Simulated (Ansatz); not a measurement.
Start from PbF2 in the fluorite structure (space group Fm-3m, No. 225; a = 5.899 Å). Axes: x, y, z lie along the cube axes.

Computed with plane-wave PAW DFT at the PBEsol level (Ansatz, a first-principles code, 420 eV), without spin-orbit coupling.

One thing is altered: a pure shear with ε_xy = ε_yx = 0.0086; the atoms relax in the strained cell.

Problem. Predict the stress tensor and what it implies for the stiffness.

Solution. Stress of the strained cell less that of the base (GPa, compression positive):
```
   0.00   -0.38    0.00
  -0.38    0.00    0.00
   0.00    0.00    0.01
```

Then −Δσ/γ with γ = 2ε = 0.0172 gives relaxed-ion elastic constants: C66 ≈ 22 GPa.

Whether these cells are dynamically stable was not tested.
